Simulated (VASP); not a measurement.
Input of a VASP 6.6.1 run:

File INCAR:

```
PREC = Accurate
ENCUT = 520
EDIFF = 1E-6
ISMEAR = -1
SIGMA = 0.02
LREAL = Auto
LASPH = T
NELM = 100
ALGO = Normal
ISIF = 2
LWAVE = F
LCHARG = F
GGA = PS
NBANDS = 56
```

KPOINTS

```
Automatic mesh
0
Gamma
  1 1 1
```

Contents of POSCAR:

```
H19NO8
1.0
    7.1315270000      0.0000000000      0.0000000000
    0.0000000000      7.1315270000      0.0000000000
    0.0000000000      0.0000000000      7.1315270000
O H N
8 19 1
Direct
    0.6705576520      0.0823526294      0.1059941300
    0.2578550148      0.6592697469      0.5334060994
   -0.0558926581      0.1710573346      0.4071638514
    1.1141372668      0.4737554804      0.2562144124
    0.4019756218      0.0719621478      0.4213122940
    0.4090428319      0.3989327952      0.7108155098
    0.2592852835      0.2578409925      1.0027025068
    0.7685450816      0.9864647501      0.6841732493
    0.6835142039      0.1829622183      0.0153683776
    0.6517538250     -0.0325175800      0.0337655596
    0.3123314264      0.7684329036      0.4768964627
    0.2011771112      0.5750100925      0.4328385772
   -0.1402925348      0.1518468625      0.3027963015
   -0.1215588190      0.0998804323      0.5106620223
    1.0508829315      0.3640594784      0.3330843450
    1.1740122417      0.4058457607      0.1514542397
    0.2813282485      0.1382452874      0.4027608673
    0.4858146088      0.1131034069      0.3063299066
    0.3750809609      0.5172805207      0.6387271618
    0.4316607088      0.2973416493      0.6174554201
    0.3059232616      0.3225255966      0.8809754208
    0.3581000254      0.1784049896      1.0386976029
    0.7130730908      0.8872854299      0.6146369494
    0.8845510926      0.9328156508      0.7547051284
    0.1292990968      0.9731576421      0.9630055386
    0.0790013135      0.7418186876      0.9754432676
    0.1790500127      0.8360762008      0.7856241728
    0.0799968927      0.8616948376      0.8876780527
```

Potentials or basis: VASP PAW PBE potentials, release 64 (O, H, N).

Run with:

```bash
$ cat potpaw_PBE.64/O/POTCAR potpaw_PBE.64/H/POTCAR potpaw_PBE.64/N/POTCAR > POTCAR
$ mpirun -np 1 vasp_gam > vasp.out
```

Task: Estimate the band gap on the k mesh.

Result: 4.40 eV, direct.

Task: Predict the pressure.

Result: -0.7 GPa.

Task: Predict the largest force.

Result: 2.430 eV/Å.

Stress tensor (GPa, compression positive):
```
-0.58 -0.59  0.92
-0.59 -0.75  0.88
 0.92  0.88 -0.82
```

Caveat: the PAW data sets were made with another functional, which shifts forces and pressure a little. PBEsol gaps usually lie below the measured ones, often by a third to a half.
